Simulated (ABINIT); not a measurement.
Runs of ABINIT 10.8.3 (patched build) on Pb. The structure is cubic, space group Fm-3m (No. 225). The conventional cell has a = 4.950 Å, b = 4.950 Å, c = 4.950 Å, α = 90.00°, β = 90.00°, γ = 90.00°. Pb (site symmetry m-3m) has 12 Pb at 3.50 Å as nearest neighbours. 

```tsv
task	level	potentials or basis	spin	k mesh	cutoff (eV)	fine-grid cutoff	mesh quality	gap on the mesh (eV)	V0 of scaled cells (Å³/atom)	B0 (GPa)
band structure	AM05	JTH PAW PBE v2.0	SOC, no magnetisation	9 × 9 × 9	463	925.187 eV	not flagged	none	-	-
equation of state	LDA-VWN	JTH PAW LDA v2.0 sp	off	9 × 9 × 9	408	816.342 eV	not flagged	-	(a)	56
band structure	AM05	JTH PAW PBE v2.0	off	9 × 9 × 9	463	925.187 eV	not flagged	none	-	-
band structure	WC	JTH PAW PBE v2.0 sp	off	9 × 9 × 9	408	816.342 eV	not flagged	none	-	-
equation of state	PBE	JTH PAW PBE v2.0 sp	SOC, no magnetisation	9 × 9 × 9	408	816.342 eV	not flagged	-	31.93	42
single point	r2SCAN	JTH PAW PBE v2.0	off	5 × 5 × 5	544	1088.46 eV	coarse	none	-	-
single point	LDA	JTH PAW LDA v2.0	off	12 × 12 × 12	463	925.187 eV	not flagged	none	-	-
```

Alike in all rows: cell as given; smearing fermi-dirac 0.05 eV.

Question: Fill in the values left out.

Answer: (a) 29.06.

Caveats: some runs use coarse meshes; the PAW data sets were made with another functional, which shifts forces and pressure a little (some runs); this set keeps more shells in the core, which shifts pressures and gaps (some runs); pressures at fixed basis lie under the slope of the energies (some runs); spin-orbit coupling is left out, which moves the levels of the heavy elements (some runs).

A k mesh can miss the band edges, and rows without SOC leave out spin-orbit coupling on Pb.

A gap of «none» marks a metal or a gap under the smearing width.

The runs don't all hold the same shells in valence.
